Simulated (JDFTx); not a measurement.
A run of JDFTx 1.7.0 (patched build):

Contents of BaTiO3.in:

```
include BaTiO3.lattice
coords-type Lattice
include BaTiO3.ionpos

ion-species pseudo/Ba.upf
ion-species pseudo/Ti.upf
ion-species pseudo/O.upf
elec-cutoff 50 400
elec-ex-corr gga-PBEsol
kpoint-folding 2 2 2
elec-smearing Fermi 0.0018374661
elec-n-bands 27
electronic-SCF nIterations 100 energyDiffThreshold 1e-09
electronic-minimize nIterations 30 energyDiffThreshold 1e-7
converge-empty-states yes
forces-output-coords Cartesian

dump-name run.$VAR
dump End Ecomponents EigStats BandEigs Kpoints Forces Stress
```

The input BaTiO3.lattice:

```
lattice \
    5.3435183937    -5.3435183937     0.0000000000 \
    3.0850817767     3.0850817767    -6.1701635534 \
    4.3798779733     4.3798779733     4.3798779733
```

BaTiO3.ionpos

```
ion Ba     0.0334731600     0.9884685300     0.0018377600 1
ion Ti     0.5061032600     0.5274847800     0.5372321600 1
ion O      0.4862471500     0.4971470800     0.9711514600 1
ion O      0.4740898700     0.9864150100     0.4720123700 1
ion O      0.9787865600     0.4791845900     0.4964662400 1
```

Potentials or basis: SG15-PBE-1.2 with smoothed tails.

Launch:

```sh
$ jdftx -c 1 -i BaTiO3.in -o BaTiO3.out
```

Hardware: 1 thread of Intel(R) Xeon(R) Platinum 8488C (Sapphire Rapids) (shared host).

Question: Estimate the wall time of this run.

Answer: It took 110 s on 1 thread of Intel(R) Xeon(R) Platinum 8488C (Sapphire Rapids), with other jobs on the host, peak memory 0.18 GiB. Counts: scf iterations 35, bands 27, plane waves 7298.
